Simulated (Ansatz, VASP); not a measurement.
One calculation of NaH, two programs

File INCAR:

```
PREC = Accurate ; ENCUT = 520
EDIFF = 1E-6 ; ISMEAR = 0
SIGMA = 0.02 ; LREAL = F
LASPH = T ; NELM = 100
ALGO = Fast ; ISIF = 2
LWAVE = F ; LCHARG = T
GGA = PS ; LELF = T
LVHAR = T ; NBANDS = 11
```

Contents of KPOINTS:

```
Automatic mesh
0
Gamma
  8 8 8
```

Contents of POSCAR:

```
NaH
1.0
    0.0000000000      2.3845144000      2.3845144000
    2.3845144000      0.0000000000      2.3845144000
    2.3845144000      2.3845144000      0.0000000000
Na H
1 1
Direct
    0.0000000000      0.0000000000      0.0000000000
    0.5000000000      0.5000000000      0.5000000000
```

Input for Ansatz:

```yaml
crystal:
  lattice:
    - [0.0, 2.3845144, 2.3845144]
    - [2.3845144, 0.0, 2.3845144]
    - [2.3845144, 2.3845144, 0.0]
  atoms:
    - { symbol: Na, position: [0.0, 0.0, 0.0] }
    - { symbol: H, position: [0.5, 0.5, 0.5] }
basis:
  ecutwfc: 420
kpoints:
  mp_grid: { grid: [8, 8, 8] }
hamiltonian:
  xc: pbesol
scf:
  occupations: { method: gaussian, width: 0.02 }
output:
  forces: true
  stress: true
  eigenvalues: true
```

Alike in both runs: task single point; functional PBEsol; k mesh 8 × 8 × 8; occupations gaussian, width 0.02 eV; no spin polarisation.

```csv
,VASP,Ansatz
version,VASP 6.6.1,Ansatz 0.2.0
potentials or method,"VASP PAW PBE potentials, release 64 (Na_pv, H)","scalar-relativistic, plane waves, PAW"
plane-wave cutoff (eV),520,420
valence electrons in the cell,8,10
```

VASP gave:

```
gap on the k mesh at the Fermi level (eV) : 3.63
least direct gap on the mesh (eV)         : 4.54
pressure (GPa)                            : 0.3
```

**Question.** What did Ansatz give for the same quantities?

**Answer.** gap on the k mesh at the Fermi level (eV): 3.63; least direct gap on the mesh (eV): 4.55; pressure (GPa): 0.4.

The functional is the same, so the differences come from potentials, cutoffs and numerics. The two sets of potentials don't hold the same shells in valence.

Caveats: the PAW data sets were made with another functional, which shifts forces and pressure a little (VASP). A k mesh can miss the band edges.
